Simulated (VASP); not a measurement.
Here is a VASP 6.6.1 calculation.

Contents of INCAR:

```
SYSTEM = ZnS
PREC = Accurate
ENCUT = 600
EDIFF = 1E-7
ISMEAR = 0
SIGMA = 0.02
LREAL = .False.
LASPH = .True.
NELM = 60
ALGO = Normal
ISIF = 3
LWAVE = .False.
LCHARG = .False.
GGA = PE
IBRION = 2
NSW = 90
EDIFFG = -0.005
```

File KPOINTS:

```
regular mesh
0
Gamma
  10 10 10
  0 0 0
```

The input POSCAR:

```
ZnS
1.0
    0.0000000000      2.6936828800      2.6936828800
    2.6936828800      0.0000000000      2.6936828800
    2.6936828800      2.6936828800      0.0000000000
Zn S
1 1
Direct
    0.0000000000      0.0000000000      0.0000000000
    0.7500000000      0.7500000000      0.7500000000
```

Potentials or basis: VASP PAW PBE potentials, release 64 (Zn, S).

Launch:

```console
$ cat potpaw_PBE.64/Zn/POTCAR potpaw_PBE.64/S/POTCAR > POTCAR
$ mpirun -np 1 vasp_std > vasp.out
```

Question: Estimate the space group after relaxing (to 0.05 Å).

Answer: F-43m (No. 216).

Question: Estimate the relaxed volume.

Answer: 20.20 Å³/atom.

Question: Predict the band gap on the k mesh.

Answer: 2.01 eV, direct.

The path:
| step | energy change (eV) | largest force (eV/Å) | pressure (GPa) | volume (Å³) |
| --- | --- | --- | --- | --- |
| 1 | 0.0000 | 0.0000 | 2.49 | 39.09 |
| 2 | -0.0089 | 0.0000 | -0.70 | 40.83 |
| 3 | -0.0099 | 0.0000 | 0.00 | 40.40 |
